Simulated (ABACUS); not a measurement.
# AgBr (Fm-3m) in ABACUS: notebook

Runs on AgBr. Level: LDA. Tasks: equation of state.

Everything below comes from runs of ABACUS 3.10.1. Logs are shortened: lines on timing, memory, paths and dates and some standing lists are left out, and cuts for length are marked.

**1. The crystal as given**

The structure is cubic, space group Fm-3m (No. 225). The conventional cell has a = 5.740 Å, b = 5.740 Å, c = 5.740 Å, α = 90.00°, β = 90.00°, γ = 90.00°. Around Ag (site symmetry m-3m) lie 6 Br at 2.87 Å. Br (site symmetry m-3m) is surrounded by 6 Ag at 2.87 Å.

**2. Equation of state, LDA, 22.22 Å³/atom (volume scaled by 0.94)**

Input file INPUT:

```
INPUT_PARAMETERS
suffix              AgBr
calculation         scf
basis_type          pw
pseudo_dir          ./
symmetry            1
dft_functional      pz
ecutwfc             87
pseudo_rcut         7
nspin               1
nbands              17
ks_solver           dav
smearing_method     fd
smearing_sigma      0.00367493
scf_thr             1e-08
scf_nmax            100
mixing_type         broyden
mixing_beta         0.7
cal_force           1
cal_stress          1
kpar                4
```

Input file STRU:

```
ATOMIC_SPECIES
Ag 107.8682 Ag.upf
Br 79.9040 Br.upf

LATTICE_CONSTANT
1.8897261246

LATTICE_VECTORS
0.0000000000 2.8115590699 2.8115590699
2.8115590699 0.0000000000 2.8115590699
2.8115590699 2.8115590699 0.0000000000

ATOMIC_POSITIONS
Cartesian

Ag
0.0
1
0.0000000000 0.0000000000 0.0000000000 1 1 1

Br
0.0
1
2.8115590699 2.8115590699 2.8115590699 1 1 1
```

Input file KPT:

```
K_POINTS
0
Gamma
6 6 6 0 0 0
```

Potentials or basis: PseudoDojo NC SR 0.4.1 LDA standard, plane waves.

Launch:

```
$ OMP_NUM_THREADS=1 mpirun -np 4 abacus > log
```

running log:

```text
ABACUS v3.10.1

               Atomic-orbital Based Ab-initio Computation at UStc

 ------------------------------------------------------------------------------------

 READING GENERAL INFORMATION
                           global_out_dir = OUT.AgBr/
                           global_in_card = INPUT
                               pseudo_dir = ./
                              orbital_dir =
                                    DSIZE = 4
                                    GSIZE = 1

 READING UNITCELL INFORMATION
                                    ntype = 2
                  lattice constant (Bohr) = 1.88973
              lattice constant (Angstrom) = 1

 READING ATOM TYPE 1
                               atom label = Ag
                      L=0, number of zeta = 1
                      L=1, number of zeta = 1
                      L=2, number of zeta = 1
             number of atom for this type = 1

 READING ATOM TYPE 2
                               atom label = Br
                      L=0, number of zeta = 1
                      L=1, number of zeta = 1
                      L=2, number of zeta = 1
             number of atom for this type = 1

                        TOTAL ATOM NUMBER = 2
CARTESIAN COORDINATES ( UNIT =       1.889726124600 Bohr ).
    atom                   x                   y                   z     mag                  vx                  vy                  vz
tauc_Ag1            0.0000000000        0.0000000000        0.0000000000  0.0000        0.0000000000        0.0000000000        0.0000000000
tauc_Br1            2.8115590699        2.8115590699        2.8115590699  0.0000        0.0000000000        0.0000000000        0.0000000000

                          Volume (Bohr^3) = 299.963
                             Volume (A^3) = 44.4499

 Lattice vectors: (Cartesian coordinate: in unit of a_0)
                   +0            +2.81156            +2.81156
             +2.81156                  +0            +2.81156
             +2.81156            +2.81156                  +0
 Reciprocal vectors: (Cartesian coordinate: in unit of 2 pi/a_0)
            -0.177837           +0.177837           +0.177837
            +0.177837           -0.177837           +0.177837
            +0.177837           +0.177837           -0.177837
 The esolver type has been set to : ksdft_pw

                PAO radial cut off (Bohr) = 7

 Read in pseudopotential file is Ag.upf
                     pseudopotential type = NC
          exchange-correlation functional = SLAPWNOGXNOGC
                 nonlocal core correction = 1
                        valence electrons = 19
                                     lmax = 2
                           number of zeta = 4
                     number of projectors = 6
                           L of projector = 0
                           L of projector = 0
                           L of projector = 1
                           L of projector = 1
                           L of projector = 2
                           L of projector = 2
 XC functional updated to : pz
          exchange-correlation functional = PZ
                PAO radial cut off (Bohr) = 7

 Read in pseudopotential file is Br.upf
                     pseudopotential type = NC
          exchange-correlation functional = SLAPWNOGXNOGC
                 nonlocal core correction = 1
                        valence electrons = 7
                                     lmax = 2
                           number of zeta = 2
                     number of projectors = 6
                           L of projector = 0
                           L of projector = 0
                           L of projector = 1
                           L of projector = 1
                           L of projector = 2
                           L of projector = 2
 XC functional updated to : pz
          exchange-correlation functional = PZ
     initial pseudo atomic orbital number = 14

 SETUP THE ELECTRONS NUMBER
            electron number of element Ag = 19
      total electron number of element Ag = 19
            electron number of element Br = 7
      total electron number of element Br = 7
            AUTOSET number of electrons:  = 26
                           occupied bands = 13
                                   NBANDS = 17
                                   NLOCAL = 18

%%%%%%%%%%%%%%%%%%%%%%%%%%%%%%%%%%%%%%%%%%%%%%%%%%%%%%%%%%%%%%%%%%%%%%%%%%%%%%%%%%%%%%%%%%%%%%%%%%%%%%%%%%
 Warning: the number of valence electrons in pseudopotential > 11 for Ag: [Kr] 4d10 5s1
 Pseudopotentials with additional electrons can yield (more) accurate outcomes, but may be less efficient.
 If you're confident that your chosen pseudopotential is appropriate, you can safely ignore this warning.
%%%%%%%%%%%%%%%%%%%%%%%%%%%%%%%%%%%%%%%%%%%%%%%%%%%%%%%%%%%%%%%%%%%%%%%%%%%%%%%%%%%%%%%%%%%%%%%%%%%%%%%%%%

 SETUP THE PLANE WAVE BASIS
 energy cutoff for charge/potential (unit:Ry) = 348
            fft grid for charge/potential = [ 45, 45, 45 ]
                        fft grid division = [ 1, 1, 1 ]
        big fft grid for charge/potential = [ 45, 45, 45 ]
[... 58 lines left out ...]
                             BRAVAIS TYPE = 2
                     BRAVAIS LATTICE NAME = 02. Cubic I (body-centered)
                                    ibrav = 2
                       right hand lattice = 1
(for k-lattice: )
                             BRAVAIS TYPE = 2
                     BRAVAIS LATTICE NAME = 02. Cubic I (body-centered)
                                    ibrav = 2
                       right hand lattice = 1
                        ROTATION MATRICES = 48
                               nkstot_ibz = 16
K-POINTS REDUCTION ACCORDING TO SYMMETRY
     IBZ    DIRECT_X    DIRECT_Y    DIRECT_Z  WEIGHT  ibz2bz
       1  0.00000000  0.00000000  0.00000000  0.0046       0
       2  0.16666667  0.16666667  0.16666667  0.0370       1
       3  0.33333333  0.33333333  0.33333333  0.0370       2
       4  0.50000000  0.50000000  0.50000000  0.0185       3
       5  0.16666667  0.16666667  0.00000000  0.0278       7
       6  0.33333333  0.33333333  0.16666667  0.1111       8
[... 8 lines left out ...]
      15  0.50000000  0.33333333 -0.33333333  0.1111      52
      16  0.50000000  0.33333333 -0.16666667  0.0556      58

                               nkstot now = 16
[... K-POINTS DIRECT COORDINATES: 16 rows ...]

           k-point number in this process = 4
       minimum distributed K point number = 4
[... stars of the k points ...]

[... K-POINTS CARTESIAN COORDINATES: 4 rows ...]

[... K-POINTS DIRECT COORDINATES: 4 rows ...]

 SETUP PLANE WAVES FOR WAVE FUNCTIONS
     energy cutoff for wavefunc (unit:Ry) = 87
              fft grid for wave functions = [ 45, 45, 45 ]
                    number of plane waves = 4909
                         number of sticks = 379

 PARALLEL PW FOR WAVE FUNCTIONS
     PROC   COLUMNS(POT)             PW
        1            379           4909
 --------------- sum -------------------
        1            379           4909

 SETUP NONLOCAL PSEUDOPOTENTIALS IN PLANE WAVE BASIS
 Ag non-local projectors:
 projector 1 L=0
 projector 2 L=0
 projector 3 L=1
 projector 4 L=1
 projector 5 L=2
 projector 6 L=2
 Br non-local projectors:
 projector 1 L=0
 projector 2 L=0
 projector 3 L=1
 projector 4 L=1
 projector 5 L=2
 projector 6 L=2
      TOTAL NUMBER OF NONLOCAL PROJECTORS = 36

 Init Non-Local PseudoPotential table :
 Init Non-Local-Pseudopotential done.

                                     npwx = 4140

 Make real space PAO into reciprocal space.
       max mesh points in Pseudopotential = 701
     dq(describe PAO in reciprocal space) = 0.01
                                    max q = 1124

 number of pseudo atomic orbitals for Ag is 4
WARNING: norm of atomic wavefunction # 3 of atomic type Ag is 0.999967, renormalized
WARNING: norm of atomic wavefunction # 4 of atomic type Ag is 0.995331, renormalized

 number of pseudo atomic orbitals for Br is 2
WARNING: norm of atomic wavefunction # 1 of atomic type Br is 0.999998, renormalized
WARNING: norm of atomic wavefunction # 2 of atomic type Br is 0.999802, renormalized

 -------------------------------------------
 SELF-CONSISTENT
 -------------------------------------------
                                 init_chg = atomic

 PW ALGORITHM --------------- ION=   1  ELEC=   1--------------------------------
 Notice: Threshold on eigenvalues was too large.
 hsover_error=0.26 > DRHO=0.0274153
 Origin diag ethr = 0.01
 New diag ethr = 0.000105444

 Density error is 0.0287940845341
                          Error Threshold = 0.000105443571897
----------------------------------------------------------
     Energy           Rydberg                 eV
----------------------------------------------------------
 E_KohnSham     -341.5432729166      -4646.9346252352
 E_Harris       -344.0456717897      -4680.9815085773
 E_Fermi        0.6907518627         9.3981612362
----------------------------------------------------------
[... 63 lines left out ...]
 Density error is 1.28371756241e-09
                          Error Threshold = 3.92359763229e-11
----------------------------------------------------------
     Energy           Rydberg                 eV
----------------------------------------------------------
 E_KohnSham     -341.5546721246      -4647.0897194158
 E_KS(sigma->0) -341.5546580697      -4647.0895281897
 E_Harris       -341.5550293291      -4647.0945794335
 E_band         -25.6062226632       -348.3905324764
 E_one_elec     -182.4023800560      -2481.7116975232
 E_Hartree      101.4544981398       1380.3592624314
 E_xc           -56.4254044040       -767.7070118487
 E_Ewald        -204.1813576946      -2778.0298900232
 E_entropy(-TS) -0.0000281097        -0.0003824521
 E_descf        0.0000000000         0.0000000000
 E_exx          0.0000000000         0.0000000000
 E_Fermi        0.6800458679         9.2524987051
----------------------------------------------------------

 charge density convergence is achieved
 final etot is -4647.0897194 eV
 EFERMI = 9.2524987051 eV

 STATE ENERGY(eV) AND OCCUPATIONS    NSPIN == 1
 1/4 kpoint (Cartesian) = 0.0000 0.0000 0.0000 (4111 pws)
       1       -81.2309     0.00925926
       2       -44.8227     0.00925926
       3       -44.8227     0.00925926
       4       -44.8227     0.00925926
       5       -6.56007     0.00925926
       6        5.86112     0.00925926
[... 9 lines left out ...]
      16        18.8444    4.48717e-86
[... 45 lines left out ...]
       5       -6.01167      0.0370370
       6        3.10408      0.0370370
[... 9 lines left out ...]
      16        15.4644    4.09742e-56
      17        15.7533    1.26937e-58

------------------------------------------------------------------------------------------
 TOTAL-FORCE (eV/Angstrom)
------------------------------------------------------------------------------------------
                       Ag1         0.0000000000         0.0000000000         0.0000000000
                       Br1         0.0000000000         0.0000000000         0.0000000000
------------------------------------------------------------------------------------------

----------------------------------------------------------------
 TOTAL-STRESS (KBAR)
----------------------------------------------------------------
       -12.6006813867         0.0000000000         0.0000000000
         0.0000000000       -12.6006813867        -0.0000000000
         0.0000000000        -0.0000000000       -12.6006813867
----------------------------------------------------------------
 TOTAL-PRESSURE: -12.600681 KBAR

 --------------------------------------------
 !FINAL_ETOT_IS -4647.0897194158051207 eV
 --------------------------------------------
```

Run time: 6.3 s. Hardware: 4 MPI ranks of AMD EPYC 7R43 (Zen 3), shared host; peak memory 0.36 GiB.

Results:

| Property | Result |
| --- | --- |
| Free energy | -4647.0897 eV |
| Pressure | -1.3 GPa |
| Band gap on the k mesh | 0.37 eV, indirect (least direct gap 2.53 eV) |

**3. Equation of state, LDA, 23.17 Å³/atom (volume scaled by 0.98)**

INPUT is that of step 2.

Input file STRU:

```
ATOMIC_SPECIES
Ag 107.8682 Ag.upf
Br 79.9040 Br.upf

LATTICE_CONSTANT
1.8897261246

LATTICE_VECTORS
0.0000000000 2.8508866679 2.8508866679
2.8508866679 0.0000000000 2.8508866679
2.8508866679 2.8508866679 0.0000000000

ATOMIC_POSITIONS
Cartesian

Ag
0.0
1
0.0000000000 0.0000000000 0.0000000000 1 1 1

Br
0.0
1
2.8508866679 2.8508866679 2.8508866679 1 1 1
```

KPT is that of step 2.

Potentials or basis: PseudoDojo NC SR 0.4.1 LDA standard, plane waves.

Launch:

```
$ OMP_NUM_THREADS=1 mpirun -np 4 abacus > log
```

Run time: 6.7 s. Hardware: 4 MPI ranks of AMD EPYC 7R43 (Zen 3), shared host; peak memory 0.36 GiB.

Results (log left out):

- Free energy: -4647.0622 eV
- Pressure: -3.4 GPa
- Band gap on the k mesh: 0.37 eV, indirect (least direct gap 2.38 eV)

**4. Equation of state, LDA, 24.12 Å³/atom (volume scaled by 1.02)**

INPUT is that of step 3.

Input file STRU:

```
ATOMIC_SPECIES
Ag 107.8682 Ag.upf
Br 79.9040 Br.upf

LATTICE_CONSTANT
1.8897261246

LATTICE_VECTORS
0.0000000000 2.8891581698 2.8891581698
2.8891581698 0.0000000000 2.8891581698
2.8891581698 2.8891581698 0.0000000000

ATOMIC_POSITIONS
Cartesian

Ag
0.0
1
0.0000000000 0.0000000000 0.0000000000 1 1 1

Br
0.0
1
2.8891581698 2.8891581698 2.8891581698 1 1 1
```

KPT is that of step 3.

Launch:

```
$ OMP_NUM_THREADS=1 mpirun -np 4 abacus > log
```

Run time: 6.9 s. Hardware: 4 MPI ranks of AMD EPYC 7R43 (Zen 3), shared host; peak memory 0.4 GiB.

Results (log left out):

| Property | Result |
| --- | --- |
| Free energy | -4647.0129 eV |
| Pressure | -5.0 GPa |
| Band gap on the k mesh | 0.37 eV, indirect (least direct gap 2.24 eV) |

**5. Equation of state, LDA, 25.06 Å³/atom (volume scaled by 1.06)**

INPUT is that of step 4.

Input file STRU:

```
ATOMIC_SPECIES
Ag 107.8682 Ag.upf
Br 79.9040 Br.upf

LATTICE_CONSTANT
1.8897261246

LATTICE_VECTORS
0.0000000000 2.9264417423 2.9264417423
2.9264417423 0.0000000000 2.9264417423
2.9264417423 2.9264417423 0.0000000000

ATOMIC_POSITIONS
Cartesian

Ag
0.0
1
0.0000000000 0.0000000000 0.0000000000 1 1 1

Br
0.0
1
2.9264417423 2.9264417423 2.9264417423 1 1 1
```

KPT is that of step 4.

Launch:

```
$ OMP_NUM_THREADS=1 mpirun -np 4 abacus > log
```

Wall time 6.8 s (4 MPI ranks of AMD EPYC 7R43 (Zen 3), shared host); peak memory 0.4 GiB.

Results (log left out):

| Item | Value |
| --- | --- |
| Free energy | -4646.9470 eV |
| Pressure | -6.2 GPa |
| Band gap on the k mesh | 0.39 eV, indirect (least direct gap 2.12 eV) |

**6. Equation of state, LDA**

Potentials or basis: PseudoDojo NC SR 0.4.1 LDA standard, plane waves.

No new run: the results of the series are fitted here.

Results:

```
Equilibrium volume : 21.77 Å³/atom (rough: see the caveat)
Bulk modulus       : 63 GPa (rough)
```

Energy against volume, from the lowest point:
```tsv
volume (Å³/atom)	energy (meV/atom)
22.225	0.00
23.171	13.76
24.116	38.42
25.062	71.36
```

Caveat: the minimum lies outside the volumes run.
